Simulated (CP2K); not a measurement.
Runs of CP2K 2026.2 on ZrC. It takes space group Fm-3m (No. 225, cubic). Conventional cell: a = 4.730 Å, b = 4.730 Å, c = 4.730 Å, α = 90.00°, β = 90.00°, γ = 90.00°. Zr (site symmetry m-3m) has 6 C at 2.36 to 2.37 Å as nearest neighbours. C (site symmetry m-3m) is surrounded by 6 Zr at 2.36 to 2.37 Å. 

```csv
task,level,potentials or basis,cell,k mesh,smearing,EPS_DEFAULT,NGRIDS,EXTRAPOLATION,optimiser,most steps,gap on the mesh (eV),pressure (GPa),relaxed volume (Å³/atom)
relaxation of cell and atoms,revPBE+D3(BJ),"POTENTIAL_UZH Zr GTH-PBE-q12, C GTH-PBE-q4; TZVP-MOLOPT-PBE-GTH basis",relaxed,10 × 10 × 10,fermi-dirac 0.05 eV,1.0E-10,5,USE_PREV_P,LBFGS,40,none,0.0,(b)
band structure,PBE,"POTENTIAL_UZH Zr GTH-PBE-q12, C GTH-PBE-q4; TZVP-MOLOPT-PBE-GTH basis",as given,10 × 10 × 10,fermi-dirac 0.01 eV,1.0E-9,5,-,-,-,none,-1.0,-
single point,PBE,"POTENTIAL_UZH Zr GTH-PBE-q12, C GTH-PBE-q4; TZVP-MOLOPT-PBE-GTH basis",as given,10 × 10 × 10,gaussian 0.02 eV,1.0E-10,4,-,-,-,none,-1.0,-
band structure,r2SCAN,"POTENTIAL_UZH Zr GTH-SCAN-q12, C GTH-SCAN-q4; TZVP-MOLOPT-SCAN-GTH basis",as given,10 × 10 × 10,fermi-dirac 0.05 eV,1.0E-10,4,-,-,-,none,-0.7,-
band structure,PBEsol,"POTENTIAL_UZH Zr GTH-PBE-q12, C GTH-PBE-q4; TZVP-MOLOPT-PBE-GTH basis",as given,10 × 10 × 10,fermi-dirac 0.05 eV,1.0E-9,4,-,-,-,none,-5.8,-
band structure,revPBE+D3(BJ),"POTENTIAL_UZH Zr GTH-PBE-q12, C GTH-PBE-q4; TZVP-MOLOPT-PBE-GTH basis",cell strained at random at fixed volume,10 × 10 × 10,gaussian 0.05 eV,1.0E-10,4,-,-,-,none,-8.6,-
relaxation of cell and atoms,PBE,"POTENTIAL_UZH Zr GTH-PBE-q12, C GTH-PBE-q4; TZVP-MOLOPT-PBE-GTH basis",relaxed,7 × 7 × 7,fermi-dirac 0.05 eV,1.0E-9,4,USE_PREV_P,BFGS,40,none,0.0,(a)
```

Alike in all rows: no spin polarisation.

**Question.** Estimate the missing entries.

**Answer.** (a) 13.17; (b) 12.71.

Caveats: the basis of atomic orbitals isn't converged, which shifts pressures, moduli and gaps; the potentials were made for another functional, which shifts forces and pressure (some runs); the real-space grid breaks the cell's symmetry a little (some runs); pairwise dispersion overbinds metals, which lowers pressure and volume (some runs); the printed path begins after the first move (some runs).

A k mesh can miss the band edges, and the runs leave out spin-orbit coupling on Zr.

A gap of «none» marks a metal or a gap under the smearing width.

Not every run made on this cell is shown here.
